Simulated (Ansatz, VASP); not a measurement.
## Two plane-wave programs on Al2O3

```
Al O
1.0
     2.29486    1.32494    4.28817
    -2.29486    1.32494    4.28817
     0.00000   -2.64987    4.28817
Al O
4 6
Direct
  0.85213 0.85213 0.85213
  0.64787 0.64787 0.64787
  0.14787 0.14787 0.14787
  0.35213 0.35213 0.35213
  0.05616 0.44384 0.75000
  0.75000 0.05616 0.44384
  0.44384 0.75000 0.05616
  0.94384 0.55616 0.25000
  0.25000 0.94384 0.55616
  0.55616 0.25000 0.94384
```

Alike in both runs: task single point; functional PBE; k mesh 6 × 6 × 6; occupations gaussian, width 0.05 eV; no spin polarisation.

|  | VASP | Ansatz |
| --- | --- | --- |
| version | VASP 6.6.1 | Ansatz 0.2.0 |
| potentials or method | VASP PAW PBE potentials, release 64 (Al, O) | scalar-relativistic, plane waves, PAW |
| plane-wave cutoff (eV) | 520 | 520 |
| valence electrons in the cell | 48 | 48 |

VASP gave:

- gap on the k mesh at the Fermi level (eV): 7.29
- least direct gap on the mesh (eV): 7.29
- rms of the force components (eV/Å): 0.136

Which values does Ansatz return?

gap on the k mesh at the Fermi level (eV): 7.28; least direct gap on the mesh (eV): 7.28; rms of the force components (eV/Å): 0.138.

Atom by atom the forces differ by 0.004 eV/Å (rms over components).

 A k mesh can miss the band edges.
